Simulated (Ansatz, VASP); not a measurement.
# Two plane-wave programs on GaP

```
Ga P
1.0
     0.00000    2.82135    2.82135
     2.82135    0.00000    2.82135
     2.82135    2.82135    0.00000
Ga P
1 1
Direct
  0.00000 0.00000 0.00000
  0.75000 0.75000 0.75000
```

Change from the starting cell: strain +0.025 along x and y, +0.025 along z, atoms carried along.

Alike in both runs: task single point; functional PBE; k mesh 8 × 8 × 8; occupations gaussian, width 0.05 eV; no spin polarisation.

|  | VASP | Ansatz |
| --- | --- | --- |
| version | VASP 6.6.1 | Ansatz 0.2.0 |
| potentials or method | VASP PAW PBE potentials, release 64 (Ga_d, P) | scalar-relativistic, plane waves, PAW |
| plane-wave cutoff (eV) | 520 | 420 |
| valence electrons in the cell | 18 | 18 |

```tsv
	VASP	Ansatz	Ansatz less VASP
gap on the k mesh at the Fermi level (eV)	0.99	0.99	+0.004
least direct gap on the mesh (eV)	0.99	0.99	+0.004
pressure (GPa)	-4.8	-4.8	-0.02
```

A k mesh can miss the band edges.
